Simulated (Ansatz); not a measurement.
# BAs: the cost of one run

Program: Ansatz 0.2.0. Level of theory: DFT PBE, scalar-relativistic, plane waves, PAW. These are calculated values, not measurements.

2 further runs of the same task are left out: 2 set aside as unsound or not needed.

### 1 The starting structure

Symmetry: F-43m, No. 216, cubic system. Conventional cell: a = 4.809 Å, b = 4.809 Å, c = 4.809 Å, α = 90.00°, β = 90.00°, γ = 90.00°. Around B (site symmetry -43m) lie 4 As at 2.08 Å. As (site symmetry -43m) has 4 B at 2.08 Å as nearest neighbours.

Structure file:

```cif
data_structure
_symmetry_space_group_name_H-M 'P 1'
_symmetry_Int_Tables_number 1
_cell_length_a 3.4004
_cell_length_b 3.4004
_cell_length_c 3.4004
_cell_angle_alpha 60.000
_cell_angle_beta 60.000
_cell_angle_gamma 60.000
_cell_volume 27.80
loop_
_atom_site_label
_atom_site_type_symbol
_atom_site_fract_x
_atom_site_fract_y
_atom_site_fract_z
_atom_site_occupancy
B1 B 0.00000 0.00000 0.00000 1
As1 As 0.25000 0.25000 0.25000 1
```

This cell was relaxed beforehand with the same method: volume 13.90 Å³/atom, gap on the mesh 1.20 eV.

### 2 The linear chain

A free-standing chain of the crystal's atoms, periodic along c. Atoms and period relax; energies count from the bulk, -2506.0525 eV an atom.

The cell holds 1 B, 1 As: a = 9.000 Å, b = 9.300 Å, c = 3.748 Å, α = 90.00°, β = 90.00°, γ = 90.00°.

### 3 Relaxing it

Pressure and volume refer to the whole cell with its vacuum; only the period along c may change.

Input file input.yaml:

```yaml
crystal:
  lattice:
    - [9.0, 0.0, 0.0]
    - [0.0, 9.3, 0.0]
    - [0.0, 0.0, 3.7481060708]
  atoms:
    - { symbol: B, position: [0.5, 0.5, 0.0], spin: 0.5 }
    - { symbol: As, position: [0.5, 0.5, 0.5], spin: 0.5 }
basis:
  ecutwfc: 420
kpoints:
  mp_grid: { grid: [1, 1, 17] }
hamiltonian:
  xc: pbe
scf:
  occupations: { method: gaussian, width: 0.05 }
output:
  forces: true
  stress: true
  eigenvalues: true
  populations: true
  write_density: true
  write_potential: true
  elf: true
  volumetric_format: npy
magnetization:
  spin_polarized: true
relax:
  adjacent_minimum: "off"
  f_tol: 0.01
  max_steps: 45
  cell: { fix: [a, b, alpha, beta, gamma], stress_tol: 0.03 }
```

The run is started by

```
> ansatz run input.yaml --threads 2 --pin off --max-ram 5120MiB --backend cpu --events-out ev --progress --plain --runs-dir out
```

What time and memory should one allow on 2 threads of Arm Neoverse V2, shared host?

About 20 s, with a peak of 0.52 GiB.
